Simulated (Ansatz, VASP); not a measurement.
**Rh: VASP beside Ansatz**

```
Rh
1.0
    -1.50393    1.50393    1.50393
     1.50393   -1.50393    1.50393
     1.50393    1.50393   -1.50393
Rh
1
Direct
  0.00000 0.00000 0.00000
```

Alike in both runs: task single point; functional RPBE; k mesh 16 × 16 × 16; occupations fermi-dirac, width 0.1 eV; no spin polarisation.

```csv
,VASP,Ansatz
version,VASP 6.6.1,Ansatz 0.2.0
potentials or method,"VASP PAW PBE potentials, release 64 (Rh_pv)","plane waves (420 eV) with PAW, scalar-relativistic"
plane-wave cutoff (eV),520,420
valence electrons in the cell,15,17
```

```tsv
	VASP	Ansatz	Ansatz less VASP
pressure (GPa)	22.2	22.0	-0.20
```

The two sets of potentials don't hold the same shells in valence.

Caveats: so large a pressure means that the cell lies far from this level's equilibrium, or that cutoff or potentials fall short (VASP); the potentials were made for another functional, which shifts forces and pressure (VASP).
